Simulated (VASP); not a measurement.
Here is a VASP 6.6.1 calculation.

Contents of INCAR:

```
PREC = Accurate ; ENCUT = 600
EDIFF = 1E-7 ; ISMEAR = 0
SIGMA = 0.03 ; LREAL = F
LASPH = T ; NELM = 80
ALGO = Fast ; ISIF = 4
LWAVE = F ; LCHARG = F
GGA = PE ; IVDW = 12
IBRION = 2 ; NSW = 40
EDIFFG = -0.01
```

File KPOINTS:

```
regular mesh
0
Gamma
  12 12 12
```

File POSCAR:

```
Sn                                      
1.0
   -2.9052289480      2.9052289480      1.5775081433
    2.9052289480     -2.9052289480      1.5775081433
    2.9052289480      2.9052289480     -1.5775081433
  Sn            
     2
Direct
     0.0000000000000000    0.0000000000000000    0.0000000000000000
     0.7500000000000000    0.2500000000000000    0.5000000000000000
```

Potentials or basis: VASP PAW PBE potentials, release 64 (Sn_d).

Run with:

```bash
$ cat potpaw_PBE.64/Sn_d/POTCAR > POTCAR
$ mpirun -np 1 vasp_std > vasp.out
```

Problem. Estimate the energy gained by relaxing.

Solution. 0.0 meV/atom.

Problem. Predict the dispersion energy per atom.

Solution. -0.397 eV.

Problem. What does it give for the band gap on the k mesh?

Solution. None (metal or under the smearing width).

Final structure:
```yaml
crystal:
  lattice:
    - [-2.90688, 2.90688, 1.57572]
    - [2.90688, -2.90688, 1.57572]
    - [2.90688, 2.90688, -1.57572]
  atoms:
    - { symbol: Sn, position: [0.00000, 0.00000, 0.00000] }
    - { symbol: Sn, position: [0.75000, 0.25000, 0.50000] }
```
